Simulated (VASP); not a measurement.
CuO under changes of volume

One of the cells (10.229 Å³/atom); the others are scaled copies at fixed shape and fractional positions:

```
Cu O
1.0
     0.19086   -2.18667   -2.05668
    -2.03310    0.10700   -1.97281
     2.39898    2.30098   -4.41851
Cu O
2 2
Cartesian
  0.1726 0.1761 -4.1301
  -1.7600 -1.9689 -4.0564
  0.4124 0.0278 -6.3845
  0.1678 0.0173 -2.1306
```

The cell comes from a database or a generator and needn't be the stable form of this composition.

```yaml
Program: VASP 6.6.1
Functional: PBE
Potentials_or_basis: VASP PAW PBE potentials, release 64 (Cu, O)
Cutoff: 520 eV
k_mesh: 10 × 10 × 5
Occupations: fermi-dirac, width 0.05 eV
Spin: no spin polarisation
```

| volume (Å³/atom) | energy over the lowest point (meV/atom) | pressure (GPa) | largest force (eV/Å) |
| --- | --- | --- | --- |
| 9.427 | 9.51 | 7.6 | 2.089 |
| 9.628 | 2.34 | 3.5 | 1.946 |
| 9.828 | 0.00 | -0.1 | 1.814 |
| 10.229 | ? | ? | ? |
| 10.430 | 16.89 | -8.7 | 1.469 |
| 10.631 | 29.06 | -11.0 | 1.370 |

What does the run at 10.229 Å³/atom give?

Energy over the lowest point 7.72 meV/atom; pressure -6.2 GPa; largest force 1.576 eV/Å.

Worked out: A Birch-Murnaghan fit of order 3 (a polynomial in V^(-2/3)) to the other rows has its minimum at 9.83 Å³/atom with B0 = V·E''(V) = 167 GPa and B' = 4.9 at fixed shape and positions, which overstates the stiffness. It gives 7.72 meV/atom at 10.229 Å³/atom, against the run's 7.72, and -dE/dV = -6.0 GPa, against -6.2.

Energies are extrapolated to zero smearing.

Caveats: the run has no spin polarisation, though such a crystal can be magnetic; forces of over 1 eV/Å show positions far from the minimum, so gaps and moduli don't describe the material at rest.
